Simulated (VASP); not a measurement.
A run of VASP 6.6.1 is set up as follows.

File INCAR:

```
SYSTEM = GaN
PREC = Accurate
ENCUT = 600
EDIFF = 1E-6
ISMEAR = 0
SIGMA = 0.03
LREAL = .False.
LASPH = .True.
NELM = 80
ALGO = Normal
ISIF = 3
LWAVE = .False.
LCHARG = .False.
GGA = PS
IBRION = 2
NSW = 90
EDIFFG = -0.01
KPAR = 4
```

Contents of KPOINTS:

```
Automatic mesh
0
Gamma
  12 12 5
  0 0 0
```

POSCAR

```
GaN
1.0
    3.1800000000      0.0000000000      0.0000000000
   -1.5900000000      2.7539607840      0.0000000000
    0.0000000000      0.0000000000      5.1660000000
Ga N
2 2
Direct
    0.3333333333      0.6666666667      0.0000000000
    0.6666666667      0.3333333333      0.5000000000
    0.3333333333      0.6666666667      0.3750000000
    0.6666666667      0.3333333333      0.8750000000
```

Potentials or basis: VASP PAW PBE potentials, release 64 (Ga_d, N).

Launch:

```bash
$ cat potpaw_PBE.64/Ga_d/POTCAR potpaw_PBE.64/N/POTCAR > POTCAR
$ mpirun -np 4 vasp_std > vasp.out
```

Predict the space group after relaxing (to 0.05 Å).

P6_3mc (No. 186).

Predict the band gap on the k mesh.

1.91 eV, direct.

Predict the relaxed cell.

a = 3.180 Å, b = 3.180 Å, c = 5.184 Å, α = 90.00°, β = 90.00°, γ = 120.00°.

Predict the relaxed volume.

11.35 Å³/atom.

Step by step:
```tsv
step	energy change (eV)	largest force (eV/Å)	pressure (GPa)	volume (Å³)
1	0.0000	0.1309	0.66	45.24
2	-0.0005	0.0880	-0.50	45.54
3	-0.0020	0.0103	0.08	45.40
4	-0.0019	0.0049	-0.09	45.41
5	-0.0020	0.0059	0.15	45.37
6	-0.0020	0.0064	0.00	45.39
```

Caveat: the PAW data sets were made with another functional, which shifts forces and pressure a little. As with any semilocal functional, this PBEsol gap is likely too small.
